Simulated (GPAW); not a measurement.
The system is ZnSe (Stilleite).

```
Se Zn
1.0
     0.00000    2.83380    2.83380
     2.83380    0.00000    2.83380
     2.83380    2.83380    0.00000
Se Zn
1 1
Direct
  0.75000 0.75000 0.75000
  0.00000 0.00000 0.00000
```

Base run:

- Program: GPAW 26.7.0
- Functional: PBEsol
- Potentials or basis: PAW data sets generated in the run's folder for this functional
- Cutoff: 600 eV
- Basis: pw
- k mesh: 8 × 8 × 8
- Occupations: fermi-dirac, width 0.05 eV
- Spin: no spin polarisation

Its results: band gap on the k mesh 1.18 eV, direct; pressure -1.2 GPa.

Task: The run is repeated on the same cell with these changes: functional from PBEsol to LDA; potentials or basis from PAW data sets generated in the run's folder for this functional to the program's PAW data sets (release 1.2.1) made for this functional. What comes out?

Result: Band gap on the k mesh 1.04 eV, direct; pressure -3.6 GPa.
